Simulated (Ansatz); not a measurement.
**WSe2**

Computed with Ansatz (plane waves, PAW, 420 eV cutoff): PBE, scalar-relativistic, collinear spin, 10×10×2 k-mesh, Gaussian smearing of 0.05 eV; PAW files: Ansatz's generated set soft_2.

```cif
data_structure
_symmetry_space_group_name_H-M 'P6_3/mmc'
_symmetry_Int_Tables_number 194
_cell_length_a 3.3207
_cell_length_b 3.3207
_cell_length_c 15.2692
_cell_angle_alpha 90.000
_cell_angle_beta 90.000
_cell_angle_gamma 120.000
_cell_volume 145.81
loop_
_atom_site_label
_atom_site_type_symbol
_atom_site_symmetry_multiplicity
_atom_site_Wyckoff_symbol
_atom_site_fract_x
_atom_site_fract_y
_atom_site_fract_z
_atom_site_occupancy
W1 W 2 c 0.33333 0.66667 0.25000 1
Se1 Se 4 f 0.33333 0.66667 0.64009 1
```

The chain of runs began from a cell as deposited in COD, expanded in volume. The relaxation kept the space group but changed the cell's proportions, one axis by 11 % at equal volume, so the results may not describe the measured structure. The database's entry of this formula in the relaxed cell's space group, P6_3/mmc, has axes of 3.282 × 3.282 × 12.960 Å and 20.15 Å³/atom (1987), the relaxed one 3.321 × 3.321 × 15.269 Å and 24.30.

Magnetic state: non-magnetic, site spin moments none.

The cell above was scaled in volume, and shape and atoms were relaxed at each volume within its symmetry. Energies are counted from the cell above.

Cell and atoms are those of this level's equilibrium.

```csv
V (Å³/atom),ΔE (meV/atom),P (GPa)
22.97,0.6,0.25
23.33,?,?
23.82,0.1,0.10
24.30,0.0,0.00
24.79,0.0,-0.02
25.27,0.2,-0.04
26.00,0.4,-0.04
26.73,0.6,-0.04
```

Task: Fill in the withheld row.

Result: ΔE (meV/atom): 0.3, P (GPa): 0.18.

Task: Can a bulk modulus be trusted from these points?

Result: No. The energies are smooth (scatter 0.01 meV/atom), but the fit's B0′ of 19.4 is out of the usual range: the curve is too flat or too lopsided over this range, as for soft or weakly bound crystals, and a third-order form can't fix it.

 Scalar-relativistic only: spin–orbit splittings of the heavy atoms' levels are missing. The structure is built of weakly bound layers, and this functional has no dispersion term, so their spacing and all that hangs on it (volume, the soft elastic constants, low modes, dielectric constants) are poorly given.
